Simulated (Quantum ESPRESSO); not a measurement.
# V (Im-3m) in Quantum ESPRESSO: a series of runs

The runs below take V through single point, equation of state, with LDA.

Everything below comes from runs of Quantum ESPRESSO 7.5. Logs are shortened: lines on timing, memory, paths and dates and some standing lists are left out, and cuts for length are marked.

## Step 1: The structure

The structure is cubic, space group Im-3m (No. 229). Conventional cell: a = 3.029 Å, b = 3.029 Å, c = 3.029 Å, α = 90.00°, β = 90.00°, γ = 90.00°. Around V (site symmetry m-3m) lie 8 V at 2.62 Å.

## Step 2: Single point, LDA, collinear spin, ferromagnetic start, 13.06 Å³/atom

pw.in reads:

```
&CONTROL
  calculation = 'scf'
  prefix = 'pwscf'
  outdir = './tmp'
  pseudo_dir = './pseudo'
  tstress = .true.
  disk_io = 'nowf'
/
&SYSTEM
  ibrav = 0
  nat = 1
  ntyp = 1
  ecutwfc = 45
  ecutrho = 360
  nbnd = 15
  occupations = 'smearing'
  smearing = 'fd'
  degauss = 0.00367493
  nspin = 2
  starting_magnetization(1) = 0.1538
/
&ELECTRONS
  conv_thr = 2d-10
  electron_maxstep = 120
  mixing_beta = 0.3
/
ATOMIC_SPECIES
V     50.9415 v_lda_v1.4.uspp.F.UPF
CELL_PARAMETERS angstrom
  -1.4834362237    1.4834362237    1.4834362237
   1.4834362237   -1.4834362237    1.4834362237
   1.4834362237    1.4834362237   -1.4834362237
ATOMIC_POSITIONS crystal
V      0.0000000000    0.0000000000    0.0000000000
K_POINTS automatic
12 12 12 0 0 0
```

Potentials or basis: GBRV 1.5 LDA.

Started as:

```sh
$ OMP_NUM_THREADS=1 mpirun -n 2 pw.x -nk 2 -in pw.in > pw.out
```

pw.out:

```text
This program is part of the open-source Quantum ESPRESSO suite
     for quantum simulation of materials; please cite
[... 13 lines left out ...]
     --------------------
     sticks:   dense  smooth     PW     G-vecs:    dense   smooth      PW
     Sum         631     315    129                10149     3559     959

     Using Slab Decomposition

     bravais-lattice index     =            0
     lattice parameter (alat)  =       4.8554  a.u.
     unit-cell volume          =      88.1177 (a.u.)^3
     number of atoms/cell      =            1
     number of atomic types    =            1
     number of electrons       =        13.00
     number of Kohn-Sham states=           15
     kinetic-energy cutoff     =      45.0000  Ry
     charge density cutoff     =     360.0000  Ry
     scf convergence threshold =      2.0E-10
     mixing beta               =       0.3000
     number of iterations used =            8  plain     mixing
     Exchange-correlation=  SLA  PZ   NOGX NOGC
                           (   1   1   0   0   0   0   0)

     celldm(1)=   4.855438  celldm(2)=   0.000000  celldm(3)=   0.000000
     celldm(4)=   0.000000  celldm(5)=   0.000000  celldm(6)=   0.000000

     crystal axes: (cart. coord. in units of alat)
               a(1) = (  -0.577350   0.577350   0.577350 )
               a(2) = (   0.577350  -0.577350   0.577350 )
               a(3) = (   0.577350   0.577350  -0.577350 )

     reciprocal axes: (cart. coord. in units 2 pi/alat)
               b(1) = ( -0.000000  0.866025  0.866025 )
               b(2) = (  0.866025 -0.000000  0.866025 )
               b(3) = (  0.866025  0.866025  0.000000 )

     PseudoPot. # 1 for V  read from file:
     v_lda_v1.4.uspp.F.UPF
     Pseudo is Ultrasoft + core correction, Zval = 13.0
     Generated by new atomic code, or converted to UPF format
     Using radial grid of  853 points,  6 beta functions with:
                l(1) =   0
                l(2) =   0
                l(3) =   1
                l(4) =   1
                l(5) =   2
                l(6) =   2
     Q(r) pseudized with  8 coefficients,  rinner =    1.100   1.100   1.100
                                                       1.100   1.100

     atomic species   valence    mass     pseudopotential
     V                13.00    50.94150     V ( 1.00)

     Starting magnetic structure
     atomic species   magnetization
     V               0.154

     48 Sym. Ops., with inversion, found

   Cartesian axes

     site n.     atom                  positions (alat units)
         1        V      tau(   1) = (   0.0000000   0.0000000   0.0000000  )

     number of k points=    72  Fermi-Dirac smearing, width (Ry)=  0.0037
                       cart. coord. in units 2pi/alat
        k(    1) = (   0.0000000   0.0000000   0.0000000), wk =   0.0005787
        k(    2) = (   0.0721688   0.0721688   0.0000000), wk =   0.0069444
        k(    3) = (   0.1443376   0.1443376   0.0000000), wk =   0.0069444
        k(    4) = (   0.2165064   0.2165064   0.0000000), wk =   0.0069444
        k(    5) = (   0.2886751   0.2886751   0.0000000), wk =   0.0069444
        k(    6) = (   0.3608439   0.3608439   0.0000000), wk =   0.0069444
[... 64 lines left out ...]
        k(   71) = (  -0.8660254  -0.0721688  -0.0721688), wk =   0.0069444
        k(   72) = (  -0.8660254  -0.8660254  -0.8660254), wk =   0.0005787

     Dense  grid:    10149 G-vectors     FFT dimensions: (  30,  30,  30)

     Smooth grid:     3559 G-vectors     FFT dimensions: (  24,  24,  24)

     Check: negative core charge=   -0.000004
     Generating pointlists ...
     new r_m :   0.4125 (alat units)  2.0029 (a.u.) for type    1

     Initial potential from superposition of free atoms

     starting charge      12.9990, renormalised to      13.0000

     negative rho (up, down):  2.781E-04 2.040E-04
     Starting wfcs are   10 randomized atomic wfcs +    5 random wfcs

     Self-consistent Calculation

     iteration #  1     ecut=    45.00 Ry     beta= 0.30
     Davidson diagonalization with overlap
     ethr =  1.00E-02,  avg # of iterations =  3.9

     Threshold (ethr) on eigenvalues was too large:
     Diagonalizing with lowered threshold

     Davidson diagonalization with overlap
     ethr =  7.37E-04,  avg # of iterations =  1.0

     negative rho (up, down):  2.782E-04 2.898E-04

     total energy              =    -145.05157972 Ry
     estimated scf accuracy    <       0.09613010 Ry

     total magnetization       =     0.77 Bohr mag/cell
     absolute magnetization    =     0.77 Bohr mag/cell

     iteration #  2     ecut=    45.00 Ry     beta= 0.30
     Davidson diagonalization with overlap
     ethr =  7.39E-04,  avg # of iterations =  1.0

     negative rho (up, down):  2.572E-04 3.507E-04

     total energy              =    -145.06904088 Ry
     estimated scf accuracy    <       0.02214456 Ry

     total magnetization       =     0.69 Bohr mag/cell
     absolute magnetization    =     0.69 Bohr mag/cell

     iteration #  3     ecut=    45.00 Ry     beta= 0.30
     Davidson diagonalization with overlap
     ethr =  1.70E-04,  avg # of iterations =  1.2

     negative rho (up, down):  2.206E-04 4.285E-04

     total energy              =    -145.07627640 Ry
     estimated scf accuracy    <       0.00840379 Ry

     total magnetization       =     0.63 Bohr mag/cell
     absolute magnetization    =     0.63 Bohr mag/cell

     iteration #  4     ecut=    45.00 Ry     beta= 0.30
     Davidson diagonalization with overlap
     ethr =  6.46E-05,  avg # of iterations =  1.1

     negative rho (up, down):  2.148E-04 4.329E-04

     total energy              =    -145.07841929 Ry
     estimated scf accuracy    <       0.00054928 Ry

     total magnetization       =     0.34 Bohr mag/cell
     absolute magnetization    =     0.34 Bohr mag/cell

     iteration #  5     ecut=    45.00 Ry     beta= 0.30
     Davidson diagonalization with overlap
     ethr =  4.23E-06,  avg # of iterations =  1.8

     negative rho (up, down):  2.758E-04 3.703E-04

     total energy              =    -145.07906425 Ry
     estimated scf accuracy    <       0.00080376 Ry

     total magnetization       =     0.38 Bohr mag/cell
     absolute magnetization    =     0.38 Bohr mag/cell

     iteration #  6     ecut=    45.00 Ry     beta= 0.30
     Davidson diagonalization with overlap
     ethr =  4.23E-06,  avg # of iterations =  1.0

     negative rho (up, down):  2.972E-04 3.465E-04

     total energy              =    -145.07994294 Ry
     estimated scf accuracy    <       0.00011744 Ry

     total magnetization       =     0.20 Bohr mag/cell
     absolute magnetization    =     0.20 Bohr mag/cell

     iteration #  7     ecut=    45.00 Ry     beta= 0.30
     Davidson diagonalization with overlap
     ethr =  9.03E-07,  avg # of iterations =  1.0

     negative rho (up, down):  3.076E-04 3.365E-04

     total energy              =    -145.08006150 Ry
     estimated scf accuracy    <       0.00003002 Ry

     total magnetization       =     0.14 Bohr mag/cell
     absolute magnetization    =     0.14 Bohr mag/cell

     iteration #  8     ecut=    45.00 Ry     beta= 0.30
     Davidson diagonalization with overlap
     ethr =  2.31E-07,  avg # of iterations =  1.0

     negative rho (up, down):  3.154E-04 3.287E-04

     total energy              =    -145.08011140 Ry
     estimated scf accuracy    <       0.00000930 Ry

     total magnetization       =     0.09 Bohr mag/cell
     absolute magnetization    =     0.09 Bohr mag/cell

     iteration #  9     ecut=    45.00 Ry     beta= 0.30
     Davidson diagonalization with overlap
     ethr =  7.15E-08,  avg # of iterations =  1.0

     negative rho (up, down):  3.162E-04 3.279E-04

     total energy              =    -145.08014553 Ry
     estimated scf accuracy    <       0.00000122 Ry

     total magnetization       =     0.04 Bohr mag/cell
     absolute magnetization    =     0.04 Bohr mag/cell

     iteration # 10     ecut=    45.00 Ry     beta= 0.30
     Davidson diagonalization with overlap
     ethr =  9.41E-09,  avg # of iterations =  1.0

     negative rho (up, down):  3.169E-04 3.272E-04

     total energy              =    -145.08014819 Ry
     estimated scf accuracy    <       0.00000098 Ry

     total magnetization       =     0.04 Bohr mag/cell
     absolute magnetization    =     0.04 Bohr mag/cell

     iteration # 11     ecut=    45.00 Ry     beta= 0.30
     Davidson diagonalization with overlap
     ethr =  7.55E-09,  avg # of iterations =  1.0

     negative rho (up, down):  3.188E-04 3.253E-04

     total energy              =    -145.08015079 Ry
     estimated scf accuracy    <       0.00000091 Ry

     total magnetization       =     0.03 Bohr mag/cell
     absolute magnetization    =     0.03 Bohr mag/cell

     iteration # 12     ecut=    45.00 Ry     beta= 0.30
     Davidson diagonalization with overlap
     ethr =  7.04E-09,  avg # of iterations =  1.0

     negative rho (up, down):  3.209E-04 3.232E-04

     total energy              =    -145.08015141 Ry
     estimated scf accuracy    <       0.00000036 Ry

     total magnetization       =     0.02 Bohr mag/cell
     absolute magnetization    =     0.02 Bohr mag/cell

     iteration # 13     ecut=    45.00 Ry     beta= 0.30
     Davidson diagonalization with overlap
     ethr =  2.79E-09,  avg # of iterations =  1.0

     negative rho (up, down):  3.214E-04 3.227E-04

     total energy              =    -145.08015459 Ry
     estimated scf accuracy    <       0.00000004 Ry

     total magnetization       =     0.01 Bohr mag/cell
     absolute magnetization    =     0.01 Bohr mag/cell

     iteration # 14     ecut=    45.00 Ry     beta= 0.30
     Davidson diagonalization with overlap
     ethr =  3.05E-10,  avg # of iterations =  1.0

     negative rho (up, down):  3.223E-04 3.218E-04

     total energy              =    -145.08015427 Ry
     estimated scf accuracy    <       0.00000001 Ry

     total magnetization       =     0.00 Bohr mag/cell
     absolute magnetization    =     0.00 Bohr mag/cell

     iteration # 15     ecut=    45.00 Ry     beta= 0.30
     Davidson diagonalization with overlap
     ethr =  1.03E-10,  avg # of iterations =  1.5

     negative rho (up, down):  3.220E-04 3.220E-04

     total energy              =    -145.08015478 Ry
     estimated scf accuracy    <          1.8E-09 Ry

     total magnetization       =    -0.00 Bohr mag/cell
     absolute magnetization    =     0.00 Bohr mag/cell

     iteration # 16     ecut=    45.00 Ry     beta= 0.30
     Davidson diagonalization with overlap
     ethr =  1.40E-11,  avg # of iterations =  1.0

     negative rho (up, down):  3.221E-04 3.220E-04

     Magnetic moment per site  (integrated on atomic sphere of radius R)
     atom   1 (R=0.413)  charge= 11.2932  magn= -0.0001

     End of self-consistent calculation

     Number of k-points >= 100: set verbosity='high' to print the bands.

     the Fermi energy is    16.8648 ev

!    total energy              =    -145.08015482 Ry
     estimated scf accuracy    <          1.4E-11 Ry
     smearing contrib. (-TS)   =      -0.00131158 Ry
     internal energy E=F+TS    =    -145.07884324 Ry

     The total energy is F=E-TS. E is the sum of the following terms:
     one-electron contribution =     -44.64677906 Ry
     hartree contribution      =      28.70236064 Ry
     xc contribution           =     -19.43638234 Ry
     ewald contribution        =    -109.69804246 Ry

     total magnetization       =    -0.00 Bohr mag/cell
     absolute magnetization    =     0.00 Bohr mag/cell

     convergence has been achieved in  16 iterations

     Computing stress (Cartesian axis) and pressure

     negative rho (up, down):  3.221E-04 3.220E-04
          total   stress  (Ry/bohr**3)                   (kbar)     P=      -82.99
  -0.00056415  -0.00000000  -0.00000000          -82.99       -0.00       -0.00
  -0.00000000  -0.00056415  -0.00000000           -0.00      -82.99       -0.00
  -0.00000000  -0.00000000  -0.00056415           -0.00       -0.00      -82.99

=------------------------------------------------------------------------------=
   JOB DONE.
=------------------------------------------------------------------------------=
```

Wall time 11 s (2 MPI ranks of Intel Xeon 6975P-C (Granite Rapids), shared host); peak memory 0.14 GiB.

Results:

```
Free energy                                           : -1973.9161 eV
Pressure                                              : -8.3 GPa
Band gap on the k mesh                                : none (metal or under the smearing width)
Net moment                                            : 0.00 μB per cell
Absolute moment                                       : 0.00 μB per cell
Valence electrons inside the program's atomic spheres : V 11.29
```

## Step 3: Single point, LDA, collinear spin, ferromagnetic start, 13.34 Å³/atom

pw.in: that of step 2 with these lines changed.

```diff
@@ -29,5 +29,5 @@
 CELL_PARAMETERS angstrom
-  -1.4834362237    1.4834362237    1.4834362237
-   1.4834362237   -1.4834362237    1.4834362237
-   1.4834362237    1.4834362237   -1.4834362237
+  -1.4938833019    1.4938833019    1.4938833019
+   1.4938833019   -1.4938833019    1.4938833019
+   1.4938833019    1.4938833019   -1.4938833019
 ATOMIC_POSITIONS crystal
```

Potentials or basis: GBRV 1.5 LDA.

Started as:

```sh
$ OMP_NUM_THREADS=1 mpirun -n 2 pw.x -nk 2 -in pw.in > pw.out
```

Wall time 8.9 s (2 MPI ranks of Intel Xeon 6975P-C (Granite Rapids), shared host); peak memory 0.14 GiB.

The run converged. Its results:

```
Free energy                                           : -1973.8988 eV
Pressure                                              : -11.8 GPa
Band gap on the k mesh                                : none (metal or under the smearing width)
Net moment                                            : 0.00 μB per cell
Absolute moment                                       : 0.00 μB per cell
Valence electrons inside the program's atomic spheres : V 11.31
```

## Step 4: Single point, LDA, collinear spin, ferromagnetic start, 13.61 Å³/atom

pw.in: that of step 3 with these lines changed.

```diff
@@ -29,5 +29,5 @@
 CELL_PARAMETERS angstrom
-  -1.4938833019    1.4938833019    1.4938833019
-   1.4938833019   -1.4938833019    1.4938833019
-   1.4938833019    1.4938833019   -1.4938833019
+  -1.5041862709    1.5041862709    1.5041862709
+   1.5041862709   -1.5041862709    1.5041862709
+   1.5041862709    1.5041862709   -1.5041862709
 ATOMIC_POSITIONS crystal
```

Started as:

```sh
$ OMP_NUM_THREADS=1 mpirun -n 2 pw.x -nk 2 -in pw.in > pw.out
```

Run time: 9.3 s. Hardware: 2 MPI ranks of Intel Xeon 6975P-C (Granite Rapids), shared host; peak memory 0.14 GiB.

The run converged. Its results:

| Property | Result |
| --- | --- |
| Free energy | -1973.8757 eV |
| Pressure | -14.9 GPa |
| Band gap on the k mesh | none (metal or under the smearing width) |
| Net moment | 0.00 μB per cell |
| Absolute moment | 0.00 μB per cell |
| Valence electrons inside the program's atomic spheres | V 11.32 |

## Step 5: Single point, LDA, collinear spin, ferromagnetic start, 13.89 Å³/atom

pw.in: that of step 4 with these lines changed.

```diff
@@ -29,5 +29,5 @@
 CELL_PARAMETERS angstrom
-  -1.5041862709    1.5041862709    1.5041862709
-   1.5041862709   -1.5041862709    1.5041862709
-   1.5041862709    1.5041862709   -1.5041862709
+  -1.5143500000    1.5143500000    1.5143500000
+   1.5143500000   -1.5143500000    1.5143500000
+   1.5143500000    1.5143500000   -1.5143500000
 ATOMIC_POSITIONS crystal
```

Started as:

```sh
$ OMP_NUM_THREADS=1 mpirun -n 2 pw.x -nk 2 -in pw.in > pw.out
```

Wall time 11 s (2 MPI ranks of Intel Xeon 6975P-C (Granite Rapids), shared host); peak memory 0.14 GiB.

The run converged. Its results:

```yaml
Free_energy: -1973.8474 eV
Pressure: -17.8 GPa
Band_gap_on_the_k_mesh: none (metal or under the smearing width)
Net_moment: 0.00 μB per cell
Absolute_moment: 0.00 μB per cell
Valence_electrons_inside_the_program's_atomic_spheres: V 11.33
```

## Step 6: Single point, LDA, collinear spin, ferromagnetic start, 14.17 Å³/atom

pw.in: that of step 5 with these lines changed.

```diff
@@ -29,5 +29,5 @@
 CELL_PARAMETERS angstrom
-  -1.5143500000    1.5143500000    1.5143500000
-   1.5143500000   -1.5143500000    1.5143500000
-   1.5143500000    1.5143500000   -1.5143500000
+  -1.5243791002    1.5243791002    1.5243791002
+   1.5243791002   -1.5243791002    1.5243791002
+   1.5243791002    1.5243791002   -1.5243791002
 ATOMIC_POSITIONS crystal
```

Potentials or basis: GBRV 1.5 LDA.

Started as:

```sh
$ OMP_NUM_THREADS=1 mpirun -n 2 pw.x -nk 2 -in pw.in > pw.out
```

It took 13 s on 2 MPI ranks of Intel Xeon 6975P-C (Granite Rapids), shared host; peak memory 0.14 GiB.

It converged, with:

* Free energy: -1973.8144 eV
* Pressure: -20.4 GPa
* Band gap on the k mesh: none (metal or under the smearing width)
* Net moment: 0.00 μB per cell
* Absolute moment: 0.00 μB per cell
* Valence electrons inside the program's atomic spheres: V 11.34

## Step 7: Single point, LDA, collinear spin, ferromagnetic start, 14.45 Å³/atom

pw.in: that of step 6 with these lines changed.

```diff
@@ -29,5 +29,5 @@
 CELL_PARAMETERS angstrom
-  -1.5243791002    1.5243791002    1.5243791002
-   1.5243791002   -1.5243791002    1.5243791002
-   1.5243791002    1.5243791002   -1.5243791002
+  -1.5342779432    1.5342779432    1.5342779432
+   1.5342779432   -1.5342779432    1.5342779432
+   1.5342779432    1.5342779432   -1.5342779432
 ATOMIC_POSITIONS crystal
```

Started as:

```sh
$ OMP_NUM_THREADS=1 mpirun -n 2 pw.x -nk 2 -in pw.in > pw.out
```

It took 11 s on 2 MPI ranks of Intel Xeon 6975P-C (Granite Rapids), shared host; peak memory 0.14 GiB.

Results (log left out):

```yaml
Free_energy: -1973.7772 eV
Pressure: -22.7 GPa
Band_gap_on_the_k_mesh: none (metal or under the smearing width)
Net_moment: 0.00 μB per cell
Absolute_moment: 0.00 μB per cell
Valence_electrons_inside_the_program's_atomic_spheres: V 11.35
```

## Step 8: Single point, LDA, collinear spin, ferromagnetic start, 14.72 Å³/atom

pw.in: that of step 7 with these lines changed.

```diff
@@ -29,5 +29,5 @@
 CELL_PARAMETERS angstrom
-  -1.5342779432    1.5342779432    1.5342779432
-   1.5342779432   -1.5342779432    1.5342779432
-   1.5342779432    1.5342779432   -1.5342779432
+  -1.5440506776    1.5440506776    1.5440506776
+   1.5440506776   -1.5440506776    1.5440506776
+   1.5440506776    1.5440506776   -1.5440506776
 ATOMIC_POSITIONS crystal
```

Started as:

```sh
$ OMP_NUM_THREADS=1 mpirun -n 2 pw.x -nk 2 -in pw.in > pw.out
```

Run time: 9.8 s. Hardware: 2 MPI ranks of Intel Xeon 6975P-C (Granite Rapids), shared host; peak memory 0.14 GiB.

Results (log left out):

| Property | Result |
| --- | --- |
| Free energy | -1973.7361 eV |
| Pressure | -24.8 GPa |
| Band gap on the k mesh | none (metal or under the smearing width) |
| Net moment | 0.00 μB per cell |
| Absolute moment | 0.00 μB per cell |
| Valence electrons inside the program's atomic spheres | V 11.36 |

## Step 9: Equation of state, LDA, collinear spin, ferromagnetic start

Potentials or basis: GBRV 1.5 LDA.

No new run: the results of the series are fitted here.

What came out:

```yaml
Equilibrium_volume: "12.50 Å³/atom (rough: see the caveat)"
Bulk_modulus: 204 GPa (rough)
```

Energy against volume, from the lowest point:
```tsv
volume (Å³/atom)	energy (meV/atom)
13.058	0.00
13.336	17.29
13.613	40.34
13.891	68.63
14.169	101.63
14.447	138.89
14.725	179.98
```

Caveat: the minimum lies outside the volumes run.
